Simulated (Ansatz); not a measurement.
# Random displacements in TiAl

All numbers below come from DFT PBEsol, scalar-relativistic, plane waves, PAW in Ansatz. Settings: plane waves to 420 eV, k-mesh 14×14×14 (Γ-centred), Gaussian smearing 0.15 eV. No spin polarisation. Energies are free energies at this smearing, counted from the undisturbed cell; pressure is positive in compression.

Zero of the scan (relaxed at this level; it needn't be the usual structure):

```
Ti Al
1.0
    -3.15647    3.15647    3.15647
     3.15647   -3.15647    3.15647
     3.15647    3.15647   -3.15647
Ti Al
4 4
Direct
  0.00000 0.50000 0.50000
  0.50000 0.00000 0.50000
  0.50000 0.50000 0.00000
  0.00000 0.00000 0.00000
  0.50000 0.50000 0.50000
  0.00000 0.00000 0.50000
  0.00000 0.50000 0.00000
  0.50000 0.00000 0.00000
```

The atoms are displaced (Å, in the unstrained cell):

| atom | ux | uy | uz |
| --- | --- | --- | --- |
| Ti1 | -0.102 | 0.013 | 0.035 |
| Ti2 | -0.103 | -0.099 | -0.017 |
| Ti3 | 0.197 | 0.086 | 0.163 |
| Ti4 | 0.053 | 0.073 | -0.166 |
| Al5 | -0.080 | -0.151 | 0.105 |
| Al6 | -0.024 | -0.028 | 0.032 |
| Al7 | -0.063 | 0.030 | -0.031 |
| Al8 | 0.121 | 0.075 | -0.121 |

Strain (Voigt, engineering shear): (-0.0172, 0.0547, 0.0266, -0.0002, 0.0575, 0.0302).

Q: What are the energy change, the stress and the forces?

A: ΔE = 134.7 meV/atom; stress (xx, yy, zz, yz, xz, xy; compression positive) (-2.50, -0.79, -3.44, -1.09, -4.13, -0.63) GPa.
```tsv
atom	Fx (eV/Å)	Fy	Fz
Ti1	0.83	-0.02	-0.25
Ti2	1.32	1.12	-0.17
Ti3	-1.97	-1.02	-0.30
Ti4	-0.56	-0.90	0.61
Al5	0.29	1.50	-0.88
Al6	1.37	1.42	-0.32
Al7	-0.66	-0.30	-0.12
Al8	-0.62	-1.79	1.42
```

Cost: 1 run of about 3.1 core-minutes, on AMD EPYC 9R45 (Zen 5) (shared hosts).